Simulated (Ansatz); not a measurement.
# Al (P-1) in Ansatz: notebook

The runs below take Al through relaxation of cell and atoms, with PBEsol+D3(BJ), PBEsol+D4, RPBE+D3(BJ).

Everything below comes from runs of Ansatz 0.2.0. Logs are shortened: lines on timing, memory, paths and dates and some standing lists are left out, and cuts for length are marked.

### 1 The cell of the first run

The typed cell holds 1 atom: a = 2.824 Å, b = 2.645 Å, c = 2.800 Å, α = 110.77°, β = 108.30°, γ = 109.45°.

### 2 Relaxation of cell and atoms, PBEsol+D3(BJ) (cell sheared at random, sigma 0.03, atoms nudged by 0.01 Å)

Input file input.yaml:

```yaml
crystal:
  lattice:
    - [-1.57590039, 1.65692361, 1.65798385]
    - [1.47947634, -1.59764145, 1.50227763]
    - [1.61445482, 1.63619588, -1.59870168]
  atoms:
    - { symbol: Al, position: [0.0, 0.0, 0.0] }
hamiltonian:
  xc: pbesol
  pseudopotentials: { kind: paw }
  dispersion: d3bj
kpoints:
  mp_grid: { grid: [11, 12, 12] }
scf:
  occupations: { method: fermi_dirac, width: 0.05 }
output:
  forces: true
  stress: true
  eigenvalues: true
relax:
  f_tol: 0.01
  max_steps: 40
  cell: { stress_tol: 0.05 }
```

Potentials or basis: Ansatz PAW.

The run is started by

```
ansatz run input.yaml --threads 2 --pin off --max-ram 5632MiB --backend cpu --events-out ev --progress --plain --runs-dir out
```

The program printed:

```text
Warning: RAYON_NUM_THREADS=2 ignored (pool sized by the plan → 2); use --threads N
Engine: ansatz 0.2.0, x86_64-unknown-linux-gnu
Pseudopotentials: kind: paw
Pseudopotential: Al, paw, valence charge 3, recommended cutoff 420 eV (normal), Al.paw.azcp
Functional definition: PBEsol
  exchange = pbesol_x
  correlation = pbesol_c
Crystal: 1 atoms, lattice volume = 16.076 Å³
Basis set: ecut = 420 eV, 325 PW (Γ), exchange–correlation on 40×36×40 points (8 copies of the dense FFT grid, shifted against one another)
Bands: 6, of which v1, the nominal top of the filled ones, is band 2 counted from 1 (1 counted from 0)
Symmetry: 2 space group operations
Space group: P-1 (ITA 2), of the structure as read, at distance tolerance 2.5e-5 Å
k-points: 794 of 1584
Non-local potential: Al, projectors of the file, l = 0: 2, l = 1: 2, l = 2: 1
PAW form: soft (Blöchl's): semilocal exchange-correlation on the pseudo side does not see the compensation charge
PAW frozen core: Al, regenerated for the run's functional, and the local potential with it (the file was generated under x = pbe(κ = 0.804, μ = 0.2195149727645171), c = pbe(β = 0.06672455060314922))
PAW one-centre angular grid: Al, 110 points (default); XC on 64 Gauss nodes
Initial density: superposition of atomic densities (neutral atoms: chi_scale 0, normalization atom), corrected by the library's trained network
Initial wavefunctions: pseudopotential atomic-orbital guess
Functional: x = pbesol(κ = 0.804, μ = 0.12345679012345678), c = pbesol(β = 0.046)
SCF iter   1: F=—  HF=-524.763904 eV  |F-HF|=—  |Δ(HF+E_count)|=         —  Δρ=5.97e-4  dr2=3.39e-5  ethr=1.77e-3  ⟨swp⟩=4.7  Hψ=42911  notcnv=0
preconditioner: auto → none  [metal: Δε(μ)=0.003 eV  Ē_g=13.449 eV  σ=0.050 eV  W_gap=0.02  n_scr=0 (ndim 8)  ℏωp=16.0 eV  f_vac=0.000  D(μ)=0.44/eV (n_scr^D=0)]
SCF iter   2: F=—  HF=-524.763915 eV  |F-HF|=—  |Δ(HF+E_count)|=   1.06e-5  Δρ=2.80e-4  dr2=6.21e-6  ethr=1.13e-6  ⟨swp⟩=1.8  Hψ=11955  notcnv=0  defer=4
iter 3 did not close the SCF: its close was put off for the readings that it lacked (scf_convergence_deferred on its scf_iter line)
SCF iter   3: F=-524.763915 eV  HF=-524.763915 eV  |F-HF|=7.56e-9  |Δ(HF+E_count)|=   2.44e-7  Δρ=2.07e-5  dr2=3.69e-8  ethr=2.07e-7  ⟨swp⟩=1.9  Hψ=5623  notcnv=0  defer=4
iter 4 did not close the SCF: its close was put off for the readings that it lacked (scf_convergence_deferred on its scf_iter line)
SCF iter   4: F=-524.763915 eV  HF=-524.763915 eV  |F-HF|=1.45e-10  |Δ(HF+E_count)|=   9.34e-9  Δρ=2.03e-6  dr2=4.95e-10  ethr=1.23e-9  ⟨swp⟩=1.1  Hψ=4579  notcnv=0  defer=4
iter 5 did not close the SCF: its close was put off for the readings that it lacked (scf_convergence_deferred on its scf_iter line)
SCF iter   5: F=-524.763915 eV  HF=-524.763915 eV  |F-HF|=4.55e-12  |Δ(HF+E_count)|=  1.01e-10  Δρ=1.97e-7  dr2=5.50e-12  ethr=1.65e-11  ⟨swp⟩=1.6  Hψ=5197  notcnv=0  defer=4
SCF iter   6: F=-524.763915 eV  HF=-524.763915 eV  |F-HF|=1.14e-13  |Δ(HF+E_count)|=  4.09e-12  Δρ=1.32e-8  dr2=1.61e-14  ethr=1.00e-12  ⟨swp⟩=1.8  Hψ=14621  notcnv=0
SCF 1 converged in 6 iterations: F = -524.763915 eV  dr2 = 1.61e-14
relax step   1: F+E_penalty+E_count = -524.76391487 eV  Δ(F+E_penalty+E_count) = +0.000e0 eV  max|allowed force component| = 0.000e0 eV/Å  Δτ_max = 0.0000 Å  P = -0.320 GPa  Ω = 16.076 Å³  (6 SCF iters, dr2 threshold 1.00e-7 eV, accepted)
Crystal: 1 atoms, lattice volume = 15.871 Å³
[... 127 lines left out ...]
SCF 14 converged in 3 iterations: F = -524.886540 eV  dr2 = 6.03e-11
relax step  14: F+E_penalty+E_count = -524.88653991 eV  Δ(F+E_penalty+E_count) = -4.952e-6 eV  max|allowed force component| = 0.000e0 eV/Å  Δτ_max = 0.0000 Å  P = -0.005 GPa  Ω = 15.555 Å³  energy of the carried Pulay correction = -1.578e-5 eV  (3 SCF iters, dr2 threshold 1.50e-8 eV, accepted)
iter 1 solved again at ethr=2.50e-9 eV; its pass at ethr=3.10e-3 eV (dr2=7.51e-8 eV) is discarded
SCF iter   1: F=—  HF=-524.886543 eV  |F-HF|=—  |Δ(HF+E_count)|=         —  Δρ=4.74e-6  dr2=3.44e-10  ethr=2.50e-9  ⟨swp⟩=3.3  Hψ=57082  notcnv=0
SCF iter   2: F=—  HF=-524.886556 eV  |F-HF|=—  |Δ(HF+E_count)|=   1.28e-5  Δρ=2.34e-6  dr2=7.86e-11  ethr=1.15e-11  ⟨swp⟩=2.0  Hψ=6026  notcnv=0
SCF iter   3: F=-524.886556 eV  HF=-524.886556 eV  |F-HF|=9.09e-13  |Δ(HF+E_count)|=  6.14e-12  Δρ=2.05e-7  dr2=1.35e-12  ethr=1.00e-12  ⟨swp⟩=3.6  Hψ=17722  notcnv=0
SCF 15 converged in 3 iterations: F = -524.886556 eV  dr2 = 1.35e-12
relax step  15: F+E_penalty+E_count = -524.88655622 eV  Δ(F+E_penalty+E_count) = -1.631e-5 eV  max|allowed force component| = 0.000e0 eV/Å  Δτ_max = 0.0000 Å  P = -0.002 GPa  Ω = 15.555 Å³  stress off target by 3.21e-2 GPa  SCF on the basis re-selected at this cell (its energy is not comparable with the rows above)  (3 SCF iters)
basis re-selected at this cell: Δ(F+E_penalty+E_count) = -1.631e-5 eV, ΔP = +0.002 GPa vs the last step (what re-selecting the basis moved, of the pressure what is left beyond the Pulay correction that the steps carried, after the strain that the cell walked since its last selection, with what the two solves' SCF thresholds leave and, on support functions, any second-order correction that the steps lacked; it is no measure of the basis error at this ecutwfc). This SCF's stress stands 3.21e-2 GPa from its target on what of the cell is left free (relax.cell.stress_tol is 5.00e-2 GPa) and its largest allowed force component is 0.00e0 eV/Å (relax.f_tol is 1.00e-2 eV/Å): within both
SCF converged after 3 iterations
Free energy (F): -524.886556 eV
Harris-Foulkes:  -524.886556 eV  (|F-HF|=9.09e-13)
Internal energy: -524.884161 eV  (E = F + TS)
E sigma→0 (E₀):  -524.885359 eV
Entropy (-TS):   -0.002395 eV (-2.395 meV/atom)
Fermi energy:    8.476285 eV
--- Per-component energies (eV) ---
  E_band       = 11.766266
  E_kinetic    = 23.744822
  E_local      = 10.665920  (includes V_loc(G=0)·N_el)
  E_nonlocal   = 10.489889
  E_hartree    = 0.117425
  E_xc         = -39.797167
  E_vxc        = -29.662247  (∫ρ·V_xc dr)
  E_paw        = -454.814963  (= ΣΔE_a)
  E_vpaw       = -3.706964  (= ΣTr[D̂ρ^β])
  E_aug_tail   = -0.000002  (compensation charges beyond the density's cutoff)
  E_ewald      = -74.972072
  E_disp       = -0.337151  (pairwise vdW)
  E_core_change = 0.019139  (= ΣΔE_core)
  E_smearing   = -0.002395  (= −TS)
  E_closure    = 0.000000  (closes the sum)
  Σ components = -524.886556   (vs F -524.886556, Δ=0.00e0)
--- Forces (eV/Å), atoms counted from 1 ---
  atom   1  Al     0.00000000     0.00000000     0.00000000
  max |Σ_I F_I| component: 0.00e0 eV/Å
--- Stress (GPa, compression-positive) ---
        0.007747      -0.009889       0.005857
       -0.009889       0.001058      -0.022866
        0.005857      -0.022866      -0.016248
  P = ⅓ Tr σ = -0.0025 GPa (-0.025 kbar)
--- Band table (eV; the first three rows and the last of 794) ---
  k-point 0: bands = ["-3.0243", "21.1626", "21.2125", "21.6780", "23.0681", "23.3695"]
  k-point 1: bands = ["-2.8303", "18.5989", "20.7257", "21.2214", "23.7850", "24.1859"]
  k-point 2: bands = ["-2.2500", "15.1770", "20.0607", "20.5905", "23.7438", "24.8696"]
  k-point 793: bands = ["1.4168", "8.2467", "15.2472", "17.6710", "21.0881", "23.3428"]
--- Relaxed structure (13 steps of the walk, 13 accepted, 2 SCFs on fresh bases) ---
  F+E_penalty+E_count = -524.88655622 eV   max|allowed force component| = 0.000e0 eV/Å   (the final SCF, on the basis selected at the relaxed cell)
  cell:  # Å, volume = 15.5551 Å³
    - [-1.38915446815993, 1.9534339148912492, 1.376381784526205]
    - [1.4140596723277725, -1.964027273025557, 1.4320162124521518]
    - [1.398135964962406, 1.9861610264305343, -1.408062304218916]
  atoms:
    - { symbol: Al, position: [0.0, 0.0, 0.0] }
```

Run time: 58 s. Hardware: 2 threads of Intel Xeon at 2.70GHz, shared host; peak memory 0.45 GiB.

Results:

```yaml
Free_energy: -524.8866 eV
Relaxed_volume: 15.56 Å³/atom
Relaxed_cell: a = 2.764 Å, b = 2.812 Å, c = 2.808 Å, α = 119.94°, β = 90.00°, γ = 119.52°
Space_group_after_relaxing_to_0.05_Å: I4/mmm (No. 139)
Energy_gained_by_relaxing: 122.6 meV/atom
Ionic_steps: 15
Pressure_after_relaxing: 0.0 GPa
Band_gap_on_the_k_mesh: none (metal or under the smearing width)
```

Step by step:
```
step  energy change (eV)  largest force (eV/Å)  volume (Å³)
   1              0.0000                0.0000        16.08
   2             -0.0127                0.0000        15.87
   3             -0.0362                0.0000        15.67
   4             -0.0712                0.0000        15.58
   5             -0.0994                0.0000        15.46
   6             -0.1160                0.0000        15.54
   7             -0.1174                0.0000        15.53
   8             -0.1179                0.0000        15.45
   9             -0.1181                0.0000        15.51
  10             -0.1181                0.0000        15.53
  11             -0.1182                0.0000        15.52
  12             -0.1225                0.0000        15.52
  13             -0.1226                0.0000        15.55
  14             -0.1226                0.0000        15.56
  15             -0.1226                0.0000        15.56
```

Final structure:
```
CELL_PARAMETERS angstrom
-1.38915 1.95343 1.37638
1.41406 -1.96403 1.43202
1.39814 1.98616 -1.40806
ATOMIC_POSITIONS crystal
Al 0.00000 0.00000 0.00000
```

Caveat: the plane-wave basis is chosen anew once the cell has moved, so the energies of steps on either side of that aren't comparable; pairwise dispersion overbinds metals, which lowers pressure and volume; the PAW data sets come from PBE, with cores solved anew for the run's functional, which leaves a small shift of forces and pressure.

[end of part 1 of 2]
